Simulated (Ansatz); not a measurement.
## What a trial cell of Cu relaxes into

Theory: DFT PBE, scalar-relativistic, plane waves, PAW in Ansatz 0.2.0.

Cu was placed on the diamond structure type (Fd-3m, No. 227), at a guessed volume.

The final relaxation ran on this input, with the default PAW datasets:

```yaml
crystal:
  lattice:
    - [0.0, 2.6778173917, 2.6778173917]
    - [2.6778173917, 0.0, 2.6778173917]
    - [2.6778173917, 2.6778173917, 0.0]
  atoms:
    - { symbol: Cu, position: [0.0, 0.0, 0.0] }
    - { symbol: Cu, position: [0.25, 0.25, 0.25] }
basis:
  ecutwfc: 420
kpoints:
  mp_grid: { grid: [18, 18, 18] }
hamiltonian:
  xc: pbe
scf:
  occupations: { method: gaussian, width: 0.1 }
output:
  forces: true
  stress: true
  eigenvalues: true
relax:
  adjacent_minimum: "off"
  f_tol: 0.01
  max_steps: 80
  cell: { stress_tol: 0.05 }
```

It can be run as:

```bash
ansatz run input.yaml --threads 1 --pin off --backend cpu --events-out ev --progress --plain --runs-dir out  # memory cap (--max-ram) not shown
```

End of the output:

```
SCF converged after 6 iterations
Free energy (F): -13248.270698 eV
Harris-Foulkes:  -13248.270698 eV  (|F-HF|=0.00e0)
Internal energy: -13248.266016 eV  (E = F + TS)
E sigma→0 (E₀):  -13248.268357 eV
Entropy (-TS):   -0.004682 eV (-2.341 meV/atom)
Fermi energy:    8.412161 eV
--- Per-component energies (eV) ---
  E_band       = -1011.560280
  E_kinetic    = 598.989136
  E_local      = -10532.891132  (includes V_loc(G=0)·N_el)
  E_nonlocal   = 787.864836
  E_hartree    = 4639.237662
  E_xc         = -175.386884
  E_vxc        = -225.994731  (∫ρ·V_xc dr)
  E_paw        = -3333.459796  (= ΣΔE_a)
  E_vpaw       = -918.004090  (= ΣTr[D̂ρ^β])
  E_aug_tail   = 0.000521  (compensation charges beyond the density's cutoff)
  E_ewald      = -5232.620358
  E_smearing   = -0.004682  (= −TS)
  E_closure    = 0.000000  (closes the sum)
  Σ components = -13248.270698   (vs F -13248.270698, Δ=0.00e0)
--- Forces (eV/Å), atoms counted from 1 ---
  atom   1  Cu     0.00000000     0.00000000     0.00000000
  atom   2  Cu     0.00000000     0.00000000     0.00000000
  max |Σ_I F_I| component: 1.85e-17 eV/Å
--- Stress (GPa, compression-positive) ---
        0.001453       0.000000       0.000000
        0.000000       0.001453       0.000000
        0.000000       0.000000       0.001453
  P = ⅓ Tr σ = 0.0015 GPa (0.015 kbar)
--- Relaxed structure (3 steps of the walk, 3 accepted, 1 SCFs on fresh bases) ---
  F+E_penalty+E_count = -13248.27069775 eV   max|allowed force component| = 9.714e-17 eV/Å   (the final SCF, on the basis selected at the relaxed cell)
  cell:  # Å, volume = 38.3135 Å³
    - [0.000000, 2.675719, 2.675719]
    - [2.675719, 0.000000, 2.675719]
    - [2.675719, 2.675719, 0.000000]
  atoms:
    - { symbol: Cu, position: [0.000000, 0.000000, 0.000000] }
    - { symbol: Cu, position: [0.250000, 0.250000, 0.250000] }
```

Total energies depend on the potentials used, so only differences within one code and one set of settings carry meaning.

The result has space group Fd-3m (No. 227). Around Cu lie 4 Cu at 2.32 Å.

It lies 1.04 eV/atom above the element's standard state at the same level.

For metals, differences of a few meV/atom aren't resolved.

Symmetry constrained the relaxation, so the result can be a saddle point.